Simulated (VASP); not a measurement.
Runs of VASP 6.6.1 on W. The structure is cubic, space group Fm-3m (No. 225). Conventional cell: a = 3.992 Å, b = 3.992 Å, c = 3.992 Å, α = 90.00°, β = 90.00°, γ = 90.00°. W (site symmetry m-3m) has 12 W at 2.82 Å as nearest neighbours. This isn't the form of W at room conditions, which is bcc.

```csv
task,level,potentials or basis,cell,k mesh,cutoff (eV),mesh quality,gap on the mesh (eV),pressure (GPa),relaxed volume (Å³/atom)
relaxation of cell and atoms,RPBE,"VASP PAW PBE potentials, release 64 (W_sv)",relaxed,18 × 18 × 18,600,not flagged,none,0.0,16.69
relaxation of cell and atoms,PBEsol,"VASP PAW PBE potentials, release 64 (W_sv)",relaxed,6 × 6 × 6,600,coarse,none,0.0,15.98
relaxation of cell and atoms,LDA,"VASP PAW LDA potentials, release 64 (W_sv)",relaxed,18 × 18 × 18,600,not flagged,none,0.0,15.77
relaxation of cell and atoms,PBEsol,"VASP PAW PBE potentials, release 64 (W_sv)",relaxed,18 × 18 × 18,600,not flagged,none,0.0,16.02
relaxation of cell and atoms,PBEsol,"VASP PAW PBE potentials, release 64 (W_sv)",relaxed,18 × 18 × 18,300,not flagged,none,0.0,(a)
relaxation of cell and atoms,PBEsol,"VASP PAW PBE potentials, release 64 (W)",relaxed,18 × 18 × 18,580,not flagged,none,0.0,15.85
single point,PBEsol,"VASP PAW PBE potentials, release 64 (W_sv)",as given,18 × 18 × 18,520,not flagged,none,2.1,-
relaxation of cell and atoms,PBE,"VASP PAW PBE potentials, release 64 (W_sv)",relaxed,18 × 18 × 18,600,not flagged,none,0.0,(b)
```

Alike in all rows: no spin polarisation; smearing gaussian 0.1 eV.

Q: Estimate the missing entries.

A: (a) 15.97; (b) 16.48.

Caveats: some runs use coarse meshes; the PAW data sets were made with another functional, which shifts forces and pressure a little (some runs).

A k mesh can miss the band edges, and the runs leave out spin-orbit coupling on W.

A gap of «none» marks a metal or a gap under the smearing width.

The runs don't all hold the same shells in valence.
